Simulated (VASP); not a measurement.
A run of VASP 6.6.1 is set up as follows.

Contents of POSCAR:

```
AlN
1.0
    3.2500000000      0.0000000000      0.0000000000
    0.0000000000      5.2100000000      0.0000000000
    0.0000000000      0.0000000000      5.2525200000
Al N
4 4
Direct
    0.0000000000      0.0017250000      0.0017410000
    0.5000000000      0.5017250000      0.1649260000
    0.5000000000      0.0017250000      0.5017410000
    0.0000000000      0.5017250000      0.6649260000
    0.0000000000      0.3782750000      0.0067320000
    0.5000000000      0.8782750000      0.1599350000
    0.5000000000      0.3782750000      0.5067320000
    0.0000000000      0.8782750000      0.6599350000
```

File INCAR.step1:

```
ALGO = Normal
EDIFF = 1E-5
ENCUT = 520
GGA = PE
ISIF = 2
ISMEAR = 0
LASPH = True
LCHARG = False
LREAL = False
LWAVE = True
NBANDS = 26
NELM = 100
PREC = Accurate
SIGMA = 0.01
```

INCAR.step2

```
ALGO = Normal
EDIFF = 1E-6
ENCUT = 520
GGA = PE
HFSCREEN = 0.2079
ISIF = 2
ISMEAR = 0
ISTART = 1
LASPH = True
LCHARG = False
LHFCALC = True
LREAL = False
LWAVE = False
NBANDS = 26
NELM = 100
PREC = Accurate
PRECFOCK = Fast
SIGMA = 0.01
```

KPOINTS

```
k-points
0
Gamma
  4 3 3
```

Potentials or basis: VASP PAW PBE potentials, release 64 (Al, N).

Launch:

```bash
$ cat potpaw_PBE.64/Al/POTCAR potpaw_PBE.64/N/POTCAR > POTCAR
$ cp INCAR.step1 INCAR
$ mpirun -np 1 vasp_std > vasp.out
$ cp INCAR.step2 INCAR
$ mpirun -np 1 vasp_std > vasp.out
```

Q: Predict the band gap on the k mesh.

A: 4.78 eV.

Q: What does it give for the pressure?

A: -13.0 GPa.

Q: Predict the largest force.

A: 0.037 eV/Å.

Forces in eV/Å, atoms in the order of the input:
```
Al   0.000 -0.025 -0.026
Al   0.000 -0.025  0.026
Al   0.000 -0.025 -0.026
Al   0.000 -0.025  0.026
N    0.000  0.025 -0.027
N    0.000  0.025  0.027
N    0.000  0.025 -0.027
N    0.000  0.025  0.027
```

Caveat: the k mesh is coarse (spacing up to 0.48 Å⁻¹), so the values aren't converged, least of all with exact exchange; the PAW data sets were made with another functional, which shifts forces and pressure a little.
